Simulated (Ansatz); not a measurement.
Runs of Ansatz 0.2.0 on NaF (Villiaumite). The structure is cubic, space group Fm-3m (No. 225). The conventional cell has a = 4.640 Å, b = 4.640 Å, c = 4.640 Å, α = 90.00°, β = 90.00°, γ = 90.00°. Around Na (site symmetry m-3m) lie 6 F at 2.32 Å. F (site symmetry m-3m) is surrounded by 6 Na at 2.32 Å. 

```tsv
cell	gap on the mesh (eV)	pressure (GPa)
relaxed to 20 GPa	(a)	20.0
relaxed to 30 GPa	8.13	30.0
relaxed to 10 GPa	7.03	10.0
relaxed	6.19	0.0
relaxed to 5 GPa	(b)	5.0
```

Alike in all rows: task relaxation of cell and atoms; level PBEsol; potentials or basis all-electron LAPW, scalar-relativistic; no spin polarisation; k mesh 10 × 10 × 10; smearing fermi-dirac 0.05 eV; basis error allowed 0.001 eV/atom.

Task: Estimate the missing entries.

Result: (a) 7.64; (b) 6.65.

A k mesh can miss the band edges.
